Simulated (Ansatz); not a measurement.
# Ag: the cost of one run

Method: DFT PBE, scalar-relativistic, plane waves, PAW, in Ansatz 0.2.0.

## (1) The structure to begin with

Symmetry: P3m1, No. 156, trigonal system. The conventional cell has a = 2.946 Å, b = 2.946 Å, c = 26.605 Å, α = 90.00°, β = 90.00°, γ = 120.00°. Ag (site symmetry 3m) has 9 Ag at 2.94 to 2.95 Å as nearest neighbours. Around Ag (site symmetry 3m) lie 12 Ag at 2.94 to 2.95 Å.

As a file:

```xyz
5
Lattice="2.9461 0.0000 0.0000 -1.4730 2.5514 0.0000 0.0000 0.0000 26.6049" Properties=species:S:1:pos:R:3 pbc="T T T"
Ag    0.0000    0.0000    8.5000
Ag    1.4730    0.8505   10.9003
Ag    0.0000    1.7009   13.3006
Ag    1.4730    0.8505   15.7046
Ag    0.0000    1.7009   18.1049
```

Slab cut from the bulk at the bulk's listed lattice constants, lower half held.

## (2) Relaxing the atoms

File input.yaml:

```yaml
crystal:
  lattice:
    - [2.94609433, 0.0, 0.0]
    - [-1.47304716, 2.55139253, 0.0]
    - [0.0, 0.0, 26.6049293146]
  atoms:
    - { symbol: Ag, position: [0.0, 0.0, 0.3194896667] }
    - { symbol: Ag, position: [0.66666667, 0.33333333, 0.409709021] }
    - { symbol: Ag, position: [0.33333333, 0.66666667, 0.4999283754] }
    - { symbol: Ag, position: [0.66666667, 0.33333333, 0.590290979] }
    - { symbol: Ag, position: [0.33333333, 0.66666667, 0.6805103333] }
basis:
  ecutwfc: 420.0
  fft_grid_basis: typed
kpoints:
  mp_grid: { grid: [12, 12, 1] }
hamiltonian:
  xc: pbe
  pseudopotentials: { kind: paw }
scf:
  occupations: { method: gaussian, width: 0.1 }
output:
  forces: true
  eigenvalues: true
efield:
  axis: 3
  dipole_correction: true
  ramp_width: 0.04
relax:
  adjacent_minimum: "off"
  f_tol: 0.04
  max_steps: 40
  constraints: [{ sites: [0, 1] }]
```

Run with:

```bash
$ ansatz run input.yaml --threads 1 --pin off --max-ram 2211MiB --backend cpu --events-out ev --progress --plain --runs-dir out
```

What time and memory should one allow on 1 thread of Arm Neoverse V1, shared host?

About 80 s, with a peak of 0.45 GiB.
